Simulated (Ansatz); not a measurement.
# C₄H₆ (singlet): wave-function methods side by side, cc-pVTZ

The task here is to estimate one member of a computed series from the others.

Method: cc-pVTZ, core rule «outside noble gas», up to 4 orbitals frozen; program: Ansatz 0.2.0, Gaussian basis.

Plan: UHF; CCSD(T) on RHF; BCCD(T) on RHF.

18 further runs of the same task are left out: 1 that didn't finish, 17 set aside as unsound or not needed.

## The system

The geometry is an MP2(full)/6-31G* stationary point (not a proven minimum).

10 atoms, charge 0, spin multiplicity 1.

Atoms are counted from 1 here; the program's logs count them from 0.

Bond lengths: C1–C2 1.465 Å, C1–C3 1.465 Å, C1–C4 1.325 Å, C2–C3 1.536 Å, C2–H5 1.087 Å, C2–H6 1.087 Å, C3–H7 1.087 Å, C3–H8 1.087 Å, C4–H9 1.086 Å, C4–H10 1.086 Å. Angles: C2–C1–C3 63.2°, C2–C1–C4 148.4°, C3–C1–C4 148.4°, C1–C2–C3 58.4°, C1–C2–H5 118.9°, C1–C2–H6 118.9°, C3–C2–H5 117.6°, C3–C2–H6 117.6°, H5–C2–H6 114.2°, C1–C3–C2 58.4°, C1–C3–H7 118.9°, C1–C3–H8 118.9°, C2–C3–H7 117.6°, C2–C3–H8 117.6°, H7–C3–H8 114.2°, C1–C4–H9 121.4°, C1–C4–H10 121.4°, H9–C4–H10 117.2°.

The first run:

The input, in.yaml:

```yaml
crystal:
  periodic: [false, false, false]
  atoms:
    - {symbol: C, position_ang: [0.000000, 0.000000, 0.304995]}
    - {symbol: C, position_ang: [0.000000, -0.767920, -0.942063]}
    - {symbol: C, position_ang: [0.000000, 0.767920, -0.942063]}
    - {symbol: C, position_ang: [0.000000, 0.000000, 1.629996]}
    - {symbol: H, position_ang: [-0.912794, -1.271789, -1.249334]}
    - {symbol: H, position_ang: [0.912794, -1.271789, -1.249334]}
    - {symbol: H, position_ang: [0.912794, 1.271789, -1.249334]}
    - {symbol: H, position_ang: [-0.912794, 1.271789, -1.249334]}
    - {symbol: H, position_ang: [0.000000, -0.926908, 2.195609]}
    - {symbol: H, position_ang: [0.000000, 0.926908, 2.195609]}
basis:
  gaussian: {orbitals: cc-pVTZ}
magnetization: {spin_polarized: true, initial_magnetization: 0}
hamiltonian: {xc: hf}
output: {orbitals: {seedname: orbitals}}
```

On the command line:

```bash
ansatz run in.yaml --threads 1 --pin off --events-out ev --progress --plain --max-ram 4096MiB --backend cpu
```

Among the steps run: UHF; CCSD(T) on RHF; BCCD(T) on RHF.

One table of the session follows, with a row left open; its other results are not shown here.

It belongs to the step «Misses and costs». 

```
  method  from RCCSD(T) (kJ/mol)
     RHF                 +1896.4
    RMP2                       ?
   RCCSD                   +82.6
RCCSD(T)                       0
 BCCD(T)                    -0.4
```

Q: Estimate the row for RMP2 from the others.

As computed: from RCCSD(T) (kJ/mol): +169.5. In the column «from RCCSD(T) (kJ/mol)» it lies between RCCSD (+82.6) and RHF (+1896.4).

With the free atoms at the same levels and basis (separate runs), the atomisation energy is 41.969 eV at RCCSD(T), 32.022 eV at RHF.
